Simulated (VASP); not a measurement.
# GaSb: single point with PBEsol

**The experiment to reproduce.**

A printed reference work, data compilation reports, for a bulk crystal of GaSb at 4.2 K: band gap 0.811 eV (direct).

Crystal: GaSb.

```xyz
2
Lattice="0.0000 3.0590 3.0590 3.0590 0.0000 3.0590 3.0590 3.0590 0.0000" Properties=species:S:1:pos:R:3 pbc="T T T"
Sb    4.5885    4.5885    4.5885
Ga    0.0000    0.0000    0.0000
```

```
Program                : VASP 6.6.1
Task                   : single point
Functional             : PBEsol
Potentials or basis    : VASP PAW PBE potentials, release 64 (Sb, Ga_d)
Cutoff                 : 520 eV
k mesh                 : 8 × 8 × 8
Occupations            : gaussian, width 0.1 eV
Spin                   : no spin polarisation
Further INCAR settings : ALGO = Normal; EDIFF = 1e-06; NBANDS = 16
```

```yaml
Pressure: -0.1 GPa
Band_gap_on_the_k_mesh: none (metal or under the smearing width)
```

Levels at points of the mesh, in eV from the Fermi level:
| k point | band 7 | band 8 | band 9 | band 10 | band 11 | band 12 |
| --- | --- | --- | --- | --- | --- | --- |
| (0.00, 0.00, 0.00) | -0.05 | -0.05 | -0.05 | -0.05 | 2.71 | 2.71 |
| (0.50, 0.00, 0.00) | -6.44 | -1.20 | -1.20 | 0.30 | 3.67 | 3.67 |
| (0.50, 0.50, 0.00) | -6.88 | -2.63 | -2.63 | 0.79 | 1.11 | 8.62 |

Run time: 10 s on 1 thread of Intel(R) Xeon(R) Platinum 8375C CPU @ 2.90GHz (Ice Lake), with other jobs on the host, peak memory 0.18 GiB.

Measured gap of GaSb: 0.811 eV (direct; 4.2 K; a printed reference work, data compilation). This calculation gives 0.00 eV (-0.81 eV). Spin-orbit coupling on Ga, Sb is left out. The value is that of PBEsol on a finite k mesh, which can miss the band edges, without temperature or zero-point motion. Semilocal functionals fall short of measured gaps as a rule.

Caveat: the PAW data sets were made with another functional, which shifts forces and pressure a little; this crystal is a semiconductor, whose small gap the functional closes, so the metal is an error of the method. The run has no spin-orbit coupling, so splittings on Sb are missing.
